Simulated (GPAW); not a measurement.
# PbSe (Clausthalite) (Fm-3m) in GPAW: notebook

One crystal, PbSe (Clausthalite), is run at these levels: RPBE, revPBE, PBE; tasks: band structure, gruneisen.

Program: GPAW 26.7.0. These are calculated values, not measurements. Logs are shortened: lines on timing, memory, paths and dates and some standing lists are left out, and cuts for length are marked. The log counts tension as positive stress, the text compression.

**Measured values to compare with.**

From a printed reference work, monograph, for a bulk crystal of PbSe at 4.2 K: band gap 0.15 eV (direct).

How close the calculation comes is told below.

## 1. The structure

The structure is cubic, space group Fm-3m (No. 225). The conventional cell has a = 6.121 Å, b = 6.121 Å, c = 6.121 Å, α = 90.00°, β = 90.00°, γ = 90.00°. Pb (site symmetry m-3m) is surrounded by 6 Se at 3.06 Å. Se (site symmetry m-3m) is surrounded by 6 Pb at 3.06 Å.

## 2. Band structure, RPBE

run.py

```python
from ase.dft.bandgap import bandgap
from ase.io import read, write
from ase.units import GPa
from gpaw import GPAW, PW

atoms = read('POSCAR')

calc = GPAW(mode=PW(600),
            xc='RPBE',
            kpts={'size': (8, 8, 8), 'gamma': True},
            occupations={'name': 'fermi-dirac', 'width': 0.05},
            nbands=19,
            convergence={'density': 1e-05, 'energy': 1e-05},
            maxiter=150,
            txt='gpaw.txt')
atoms.calc = calc
energy = atoms.get_potential_energy()
forces = atoms.get_forces()
stress = atoms.get_stress()
calc.write('gs.gpw')
write('result.traj', atoms)
print(f'Energy: {energy:.6f} eV')
print('Forces (eV/A):')
print(forces.round(4))
print('Stress (GPa):', (stress / GPa).round(3))
print('Fermi level:', round(calc.get_fermi_level(), 4), 'eV')
print(f'Gap: {bandgap(calc)[0]:.4f} eV, direct: {bandgap(calc, direct=True)[0]:.4f} eV')

path = atoms.cell.bandpath('GXWKGLUWLK,UX', npoints=60, eps=1e-4)
bs_calc = calc.fixed_density(kpts=path, symmetry='off', nbands=31,
                             convergence={'bands': 'CBM+6.0', 'eigenstates': 1e-6}, txt='bands.txt')
bs = bs_calc.band_structure()
bs.write('bs.json')
print(f'Gap on the path: {bandgap(bs_calc)[0]:.4f} eV')
```

POSCAR

```
PbSe
1.0
    0.0000000000      3.0606500000      3.0606500000
    3.0606500000      0.0000000000      3.0606500000
    3.0606500000      3.0606500000      0.0000000000
Pb Se
1 1
Direct
    0.0000000000      0.0000000000      0.0000000000
    0.5000000000      0.5000000000      0.5000000000
```

Potentials or basis: the program's PAW data sets (release 1.2.1) made for this functional, pw.

Started as:

```console
OMP_NUM_THREADS=1 python run.py
```

gpaw.txt:

```text
__  _  _
 | _ |_)|_||  |
 |__||  | ||/\| - 26.7.0

Input parameters:
  mode=PW(ecut=600.0),
  convergence={'density': 1e-05, 'energy': 1e-05},
  kpts=MonkhorstPack(size=(8, 8, 8), gamma=True),
  maxiter=150,
  nbands=19,
  occupations=Occupations(name='fermi-dirac', width=0.05),
  xc=XC(name='RPBE')

Diagonalizing LCAO Hamiltonian
Converting LCAO to pw mode

                Se

       Pb

Atoms  # Å, Bohr magnetons
|   | symbol |        x |        y |        z |    initial magnetic moments |
|---|--------|----------|----------|----------|-----------------------------|
| 0 |     Pb | 0.000000 | 0.000000 | 0.000000 | ( 0.0000,  0.0000,  0.0000) |
| 1 |     Se | 3.060650 | 3.060650 | 3.060650 | ( 0.0000,  0.0000,  0.0000) |

Unit cell  # Å
| periodic |        x |        y |        z |  lengths |    angles |
|----------|----------|----------|----------|----------|-----------|
|      yes | 0.000000 | 3.060650 | 3.060650 | 4.328413 | 60.000000 |
|      yes | 3.060650 | 0.000000 | 3.060650 | 4.328413 | 60.000000 |
|      yes | 3.060650 | 3.060650 | 0.000000 | 4.328413 | 60.000000 |

Number of symmetries: 48
Symmetry operations  # r_c * U_cc + t_c -> r_c
|    | kind |            matrix            |
|----|------|------------------------------|
|  0 |  σ   |  1, 0, 0,  1, 0,-1,  1,-1, 0 |
|  1 |  C2  |  1, 0, 0,  1,-1, 0,  1, 0,-1 |
|  2 |  E   |  1, 0, 0,  0, 1, 0,  0, 0, 1 |
|  3 |  σ   |  1, 0, 0,  0, 0, 1,  0, 1, 0 |
|  4 |  C4  |  1, 0,-1,  1, 0, 0,  1,-1, 0 |
|  5 |  S6  |  1, 0,-1,  1,-1, 0,  1, 0, 0 |
|  6 |  σ   |  1, 0,-1,  0, 1,-1,  0, 0,-1 |
|  7 |  C3  |  1, 0,-1,  0, 0,-1,  0, 1,-1 |
|  8 |  S6  |  1,-1, 0,  1, 0, 0,  1, 0,-1 |
|  9 |  C4  |  1,-1, 0,  1, 0,-1,  1, 0, 0 |
| 10 |  C3  |  1,-1, 0,  0,-1, 1,  0,-1, 0 |
| 11 |  σ   |  1,-1, 0,  0,-1, 0,  0,-1, 1 |
| 12 |  σ   |  0, 1, 0,  1, 0, 0,  0, 0, 1 |
| 13 |  C4  |  0, 1, 0,  0, 1,-1, -1, 1, 0 |
| 14 |  C3  |  0, 1, 0,  0, 0, 1,  1, 0, 0 |
| 15 |  S6  |  0, 1, 0, -1, 1, 0,  0, 1,-1 |
| 16 |  C2  |  0, 1,-1,  1, 0,-1,  0, 0,-1 |
| 17 |  σ   |  0, 1,-1,  0, 1, 0, -1, 1, 0 |
| 18 |  S4  |  0, 1,-1,  0, 0,-1,  1, 0,-1 |
| 19 |  C4  |  0, 1,-1, -1, 1, 0,  0, 1, 0 |
| 20 |  C3  |  0, 0, 1,  1, 0, 0,  0, 1, 0 |
| 21 |  σ   |  0, 0, 1,  0, 1, 0,  1, 0, 0 |
| 22 |  S6  |  0, 0, 1,  0,-1, 1, -1, 0, 1 |
| 23 |  C4  |  0, 0, 1, -1, 0, 1,  0,-1, 1 |
| 24 |  S4  |  0, 0,-1,  1, 0,-1,  0, 1,-1 |
| 25 |  C3  |  0, 0,-1,  0, 1,-1,  1, 0,-1 |
| 26 |  C2  |  0, 0,-1,  0,-1, 0, -1, 0, 0 |
| 27 |  S6  |  0, 0,-1, -1, 0, 0,  0,-1, 0 |
| 28 |  S4  |  0,-1, 1,  1,-1, 0,  0,-1, 0 |
| 29 |  C4  |  0,-1, 1,  0, 0, 1, -1, 0, 1 |
| 30 |  C2  |  0,-1, 1,  0,-1, 0,  1,-1, 0 |
| 31 |  σ   |  0,-1, 1, -1, 0, 1,  0, 0, 1 |
| 32 |  C3  |  0,-1, 0,  1,-1, 0,  0,-1, 1 |
| 33 |  S6  |  0,-1, 0,  0, 0,-1, -1, 0, 0 |
| 34 |  S4  |  0,-1, 0,  0,-1, 1,  1,-1, 0 |
| 35 |  C2  |  0,-1, 0, -1, 0, 0,  0, 0,-1 |
| 36 |  C2  | -1, 1, 0,  0, 1, 0,  0, 1,-1 |
| 37 |  S6  | -1, 1, 0,  0, 1,-1,  0, 1, 0 |
| 38 |  S4  | -1, 1, 0, -1, 0, 1, -1, 0, 0 |
| 39 |  C3  | -1, 1, 0, -1, 0, 0, -1, 0, 1 |
| 40 |  S6  | -1, 0, 1,  0, 0, 1,  0,-1, 1 |
| 41 |  C2  | -1, 0, 1,  0,-1, 1,  0, 0, 1 |
| 42 |  C3  | -1, 0, 1, -1, 1, 0, -1, 0, 0 |
| 43 |  S4  | -1, 0, 1, -1, 0, 0, -1, 1, 0 |
| 44 |  C2  | -1, 0, 0,  0, 0,-1,  0,-1, 0 |
| 45 |  i   | -1, 0, 0,  0,-1, 0,  0, 0,-1 |
| 46 |  σ   | -1, 0, 0, -1, 1, 0, -1, 0, 1 |
| 47 |  C2  | -1, 0, 0, -1, 0, 1, -1, 1, 0 |

BZ-sampling:
  Number of BZ points: 512
  Number of IBZ points: 29

  Monkhorst-Pack size: [8, 8, 8]
  Monkhorst-Pack shift: [0.0625, 0.0625, 0.0625]

K-points  # in reciprocal-cell coordinates
|     |                                coordinates |     weight |
|-----|--------------------------------------------|------------|
|   0 | (  0.00000000,   0.00000000,   0.00000000) | 0.00195312 |
|   1 | (  0.12500000,   0.12500000,   0.00000000) | 0.01171875 |
|   2 | (  0.12500000,   0.12500000,   0.12500000) | 0.01562500 |
|   3 | (  0.25000000,   0.12500000,   0.12500000) | 0.02343750 |
|   4 | (  0.25000000,   0.25000000,   0.00000000) | 0.01171875 |
|   5 | (  0.25000000,   0.25000000,   0.12500000) | 0.04687500 |
|   6 | (  0.25000000,   0.25000000,   0.25000000) | 0.01562500 |
|   7 | (  0.37500000,   0.25000000,  -0.37500000) | 0.04687500 |
|   8 | (  0.37500000,   0.25000000,   0.12500000) | 0.04687500 |
|   9 | (  0.37500000,   0.25000000,   0.25000000) | 0.04687500 |
| ... |                                            |            |
|  28 | (  0.50000000,   0.50000000,   0.50000000) | 0.00781250 |

Plane wave coefficients: 1930
Cutoff: 600.0 eV

Spin-components: 1 (collinear spins)
Bands:           19
Projectors:      11
Spin-degeneracy: 2
Datatype:        complex128

Parallelization:
  kpt:    1
  domain: 1
  band:   1

Density:
  Valence electrons: 20.0
  Components: 1
  Grid points: [25 25 25]
  Charge: 0.0  # |e|

Potential:
  Grid points: [25 25 25]

species:
  Pb:
    name:    Lead
    Z:       82.0
    valence: 14
    core:    68
    charge:  0.0  # [|e|]
    compensation charges:
      type: gauss
      rc: 0.38  # [Å]
      lmax: 2
    cutoffs:
      filter: 2.36  # [Å]
      core: 2.43  # [Å]
    projectors
    | kind |    occ | energy [eV] | rcut [Å] |
    |------|--------|-------------|----------|
    |   6s |  2.000 |     -11.900 |    1.259 |
    |   6p |  2.000 |      -3.434 |    1.275 |
    |   5d | 10.000 |     -21.207 |    1.217 |
    |    s |        |      15.312 |    1.259 |
    |    p |        |      23.777 |    1.275 |
    |    d |        |       6.004 |    1.217 |

    Using partial waves for Pb as LCAO basis

  Se:
    name:    Selenium
    Z:       34.0
    valence: 6
    core:    28
    charge:  0.0  # [|e|]
    compensation charges:
      type: gauss
      rc: 0.27  # [Å]
      lmax: 2
    cutoffs:
      filter: 1.77  # [Å]
      core: 2.67  # [Å]
    projectors
    | kind |    occ | energy [eV] | rcut [Å] |
    |------|--------|-------------|----------|
    |   4s |  2.000 |     -17.221 |    0.847 |
    |   4p |  4.000 |      -6.481 |    1.005 |
    |    s |        |       9.991 |    0.847 |
    |    p |        |      20.730 |    1.005 |
    |    d |        |       0.000 |    0.847 |

    Using partial waves for Se as LCAO basis

Reference energy: -633399.917794  # eV

eigensolver:
  PPCG
  Converge bands: occupied
  niter=2

density mixing:
  MSR1-Mixer
  Pratt-step length: 0.05
  Maximum mixing coefficient: 0.75
  Old densities: 10
  SVD Regularization: 0.005
  Good broyden scale: 1.0
  Trust region scale: 1.0
  Backstep threshold: 4.0
  History deletion threshold: 6.0
  Fourier metric: weight=20.0, sigma=0.015

occupation numbers:
  Fermi-Dirac:
    width: 0.0500  # eV

poisson solver:
  ecut: 4800.0  # eV

xc functional:
  name: RPBE with 2 nearest neighbor stencil

convergence criteria:
[... 6 lines left out ...]
|iter     | |      energy | eigst |  dens |
|---------|-|-------------|-------|-------|
|iter:   1| |   -7.933690 | -0.25 |       |
|iter:   2| |   -7.872213 | -2.07 | -1.22 |
|iter:   3| |   -7.675536 | -1.83 | -1.27 |
|iter:   4| |   -7.679605 | -3.65 | -1.88 |
|iter:   5| |   -7.681183 | -4.11 | -2.26 |
|iter:   6| |   -7.681254 | -5.39 | -3.15 |
|iter:   7| |   -7.681263c| -6.50 | -3.66 |
|iter:   8| |   -7.681263c| -7.42c| -4.41 |
|iter:   9| |   -7.681263c| -7.53c| -5.06c|

Converged in 9 steps
Energy contributions relative to reference atoms: (reference = -633399.917794)

Energy contributions:
  Kinetic:          22.481653
  Coulomb:         -22.308573
  Zero:             -0.077940
  External:          0.000000
  Xc:               -7.776277
  Entropy:          -0.000252
  Spinorbit:         0.000000
  ----------------------------
  Free energy:      -7.681389
  Extrapolated:     -7.681263

dipole moment: (-25.845351, -25.845351, -25.845351)  # |e|*Ang

Fermi level: 6.432
Eigenvalues  # (at kpt = [0.000, 0.000, 0.000])
| band index |      eig [eV] | occ [0-2] |
|------------|---------------|-----------|
|          0 |       -10.667 |     2.000 |
|        ... |               |           |
|          2 |       -10.667 |     2.000 |
|          3 |       -10.664 |     2.000 |
|          4 |       -10.664 |     2.000 |
|          5 |        -7.328 |     2.000 |
|          6 |         0.043 |     2.000 |
|          7 |         4.328 |     2.000 |
[... 9 lines left out ...]
|         17 |        14.777 |     0.000 |
|         18 |        15.233 |     0.000 |

Gap: 0.324 eV
Transition (v -> c):
  (s=0, k=28, n=9, [0.50, 0.50, 0.50]) -> (s=0, k=28, n=10, [0.50, 0.50, 0.50])
No difference between direct/indirect transitions

Forces  # eV/Ang
|       x |        y |        z |
|---------|----------|----------|
| 0.00000 | -0.00000 | -0.00000 |  # Pb   0
| 0.00000 | -0.00000 |  0.00000 |  # Se   1

Stress tensor  # eV/Ang^3
|         x |         y |         z |
|-----------|-----------|-----------|
| -0.025028 |  0.000000 |  0.000000 |
|  0.000000 | -0.025028 |  0.000000 |
|  0.000000 |  0.000000 | -0.025028 |

# Writing to gs.gpw (mode='')
```

bands.txt:

```text
Diagonalizing LCAO Hamiltonian
Converting LCAO to pw mode
convergence criteria:
- Maximum integral of absolute [eigenst]ate change: 1e-06 eV^2 / valence electron
maximum number of iterations: 150

SCF iterations
|iter     | |      energy | eigst |  dens |
|---------|-|-------------|-------|-------|
|iter:   1| |             | +0.20 |       |
[... 66 lines left out ...]
         [0.41071429, 0.41071429, 0.67857143],
         [0.39285714, 0.39285714, 0.71428571],
         [0.375     , 0.375     , 0.75      ],
         [0.625     , 0.25      , 0.625     ],
         [0.59375   , 0.1875    , 0.59375   ],
         [0.5625    , 0.125     , 0.5625    ],
         [0.53125   , 0.0625    , 0.53125   ],
         [0.5       , 0.        , 0.5       ]])),
  maxiter=150,
  nbands=31,
  occupations=Occupations(name='fermi-dirac', width=0.05),
  symmetry=Symmetry(point_group=False, time_reversal=False),
  xc=XC(name='RPBE')
```

Run time: 50 s. Hardware: 1 thread of Arm Neoverse V1, shared host; peak memory 0.27 GiB.

Results:

```yaml
Free_energy: -7.6814 eV
Pressure: 4.0 GPa
Band_gap_on_the_k_mesh: 0.32 eV, direct
Band_gap_along_the_path: 0.32 eV, direct
```

Levels at the corners of the path, in eV from the valence-band top:
```tsv
point	band 7	band 8	band 9	band 10	band 11	band 12	band 13	band 14
Γ	-6.23	-1.94	-1.94	-1.94	4.69	4.69	4.69	6.52
X	-7.31	-5.01	-3.28	-3.28	3.74	5.59	5.59	6.05
W	-7.96	-4.26	-4.26	-0.84	1.88	4.96	4.96	7.74
K	-7.98	-4.61	-2.78	-2.42	3.40	3.98	5.44	5.86
Γ	-6.23	-1.94	-1.94	-1.94	4.69	4.69	4.69	6.52
L	-8.76	-1.53	-1.53	0.00	0.32	1.67	1.67	8.64
U	-7.98	-4.61	-2.78	-2.42	3.40	3.98	5.44	5.86
W	-7.96	-4.26	-4.26	-0.84	1.88	4.96	4.96	7.74
L	-8.76	-1.53	-1.53	0.00	0.32	1.67	1.67	8.64
K	-7.98	-4.61	-2.78	-2.42	3.40	3.98	5.44	5.86
U	-7.98	-4.61	-2.78	-2.42	3.40	3.98	5.44	5.86
X	-7.31	-5.01	-3.28	-3.28	3.74	5.59	5.59	6.05
```

Caveat: spin-orbit coupling is left out, which as a rule narrows the gap of such compounds by several tenths of an eV.

## 3. Band structure, revPBE

Changes to run.py since step 2:

```diff
@@ -1,3 +1,4 @@
+from ase import Atoms
 from ase.dft.bandgap import bandgap
-from ase.io import read, write
+from ase.io import write
 from ase.units import GPa
@@ -5,6 +6,12 @@
 
-atoms = read('POSCAR')
+atoms = Atoms(['Pb', 'Se'],
+              cell=[[0.0, 3.06065, 3.06065],
+                    [3.06065, 0.0, 3.06065],
+                    [3.06065, 3.06065, 0.0]],
+              scaled_positions=[[0.0, 0.0, 0.0],
+                                [0.5, 0.5, 0.5]],
+              pbc=True)
 
 calc = GPAW(mode=PW(600),
-            xc='RPBE',
+            xc='revPBE',
             kpts={'size': (8, 8, 8), 'gamma': True},
@@ -28,3 +35,3 @@
 
-path = atoms.cell.bandpath('GXWKGLUWLK,UX', npoints=60, eps=1e-4)
+path = atoms.cell.bandpath('GXWKGLUWLK,UX', npoints=80, eps=1e-4)
 bs_calc = calc.fixed_density(kpts=path, symmetry='off', nbands=31,
```

Potentials or basis: the program's PAW data sets (release 1.2.1) made for this functional, pw.

Started as:

```console
OMP_NUM_THREADS=1 python run.py
```

It took 60 s on 1 thread of Arm Neoverse V1, shared host; peak memory 0.3 GiB.

The run converged. Its results:

| Quantity | Value |
| --- | --- |
| Free energy | -7.7810 eV |
| Pressure | 3.5 GPa |
| Band gap on the k mesh | 0.30 eV, direct |
| Band gap along the path | 0.30 eV, direct |

Levels at the corners of the path, in eV from the valence-band top:
| point | band 7 | band 8 | band 9 | band 10 | band 11 | band 12 | band 13 | band 14 |
| --- | --- | --- | --- | --- | --- | --- | --- | --- |
| Γ | -6.24 | -1.94 | -1.94 | -1.94 | 4.68 | 4.68 | 4.68 | 6.51 |
| X | -7.32 | -5.02 | -3.28 | -3.28 | 3.72 | 5.58 | 5.58 | 6.03 |
| W | -7.97 | -4.27 | -4.27 | -0.83 | 1.86 | 4.94 | 4.94 | 7.72 |
| K | -7.99 | -4.61 | -2.78 | -2.42 | 3.38 | 3.97 | 5.43 | 5.84 |
| Γ | -6.24 | -1.94 | -1.94 | -1.94 | 4.68 | 4.68 | 4.68 | 6.51 |
| L | -8.76 | -1.53 | -1.53 | 0.00 | 0.30 | 1.66 | 1.66 | 8.60 |
| U | -7.99 | -4.61 | -2.78 | -2.42 | 3.38 | 3.97 | 5.43 | 5.84 |
| W | -7.97 | -4.27 | -4.27 | -0.83 | 1.86 | 4.94 | 4.94 | 7.72 |
| L | -8.76 | -1.53 | -1.53 | 0.00 | 0.30 | 1.66 | 1.66 | 8.60 |
| K | -7.99 | -4.61 | -2.78 | -2.42 | 3.38 | 3.97 | 5.43 | 5.84 |
| U | -7.99 | -4.61 | -2.78 | -2.42 | 3.38 | 3.97 | 5.43 | 5.84 |
| X | -7.32 | -5.02 | -3.28 | -3.28 | 3.72 | 5.58 | 5.58 | 6.03 |

Caveat: spin-orbit coupling is left out, which as a rule narrows the gap of such compounds by several tenths of an eV.

[end of part 1 of 2]
